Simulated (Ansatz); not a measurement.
ZnTe:
```cif
data_TeZn
_chemical_formula_sum 'Te1 Zn1'
_space_group_name_H-M_alt 'P 1'
_space_group_IT_number 1
_cell_length_a 4.36933
_cell_length_b 4.36933
_cell_length_c 4.36933
_cell_angle_alpha 60.000
_cell_angle_beta 60.000
_cell_angle_gamma 60.000
loop_
_space_group_symop_operation_xyz
  'x, y, z'
loop_
_atom_site_label
_atom_site_type_symbol
_atom_site_fract_x
_atom_site_fract_y
_atom_site_fract_z
_atom_site_occupancy
Te1 Te 0.75000 0.75000 0.75000 1
Zn1 Zn 0.00000 0.00000 0.00000 1
```

Relaxed with PBE. DFT-PBE in the program Ansatz with PAW potentials gives a gap of 1.08 eV.

Q: What gap does HSE06 give on the same cell (Ansatz, PAW)?

A: 2.07 eV, 1.00 eV more. The hybrid was solved on a coarser mesh and at special points; its gap is the smallest among all of these.

| k | v1 PBE | c1 PBE | v1 HSE06 | c1 HSE06 |
|---|---|---|---|---|
| Γ | 0.00 | 1.08 | 0.00 | 2.07 |
| X | -2.04 | 2.30 | [?] | [?] |
| L | -0.84 | 1.74 | [?] | [?] |
| W | -2.43 | 4.38 | [?] | [?] |
| K | -1.69 | 2.71 | [?] | [?] |

Q: Top valence (v1) and lowest conduction level (c1) in eV from each method's valence maximum (which need not be a listed point): supply the withheld HSE06 values.

A: 
- K, v1 HSE06: -1.80
- K, c1 HSE06: 3.50
- W, v1 HSE06: -2.56
- W, c1 HSE06: 5.45
- X, v1 HSE06: -2.17
- X, c1 HSE06: 3.10
- L, v1 HSE06: -0.89
- L, c1 HSE06: 2.63

Cost on shared cores: the PBE run (SCF on a 8×8×8 mesh, then bands and DOS) very roughly 26 core-seconds, the HSE06 run (SCF on 6×6×6, then a few points) around 2.8 core-minutes (rough); the tasks are unlike.

Space group F-43m (zinc blende). Symmetry was held in the PBE relaxation; of distortions, only those at the zone centre were tested. Scalar-relativistic: spin–orbit coupling is off unless named, which matters more the heavier the elements.

Potentials: the later of the program's two PAW sets.
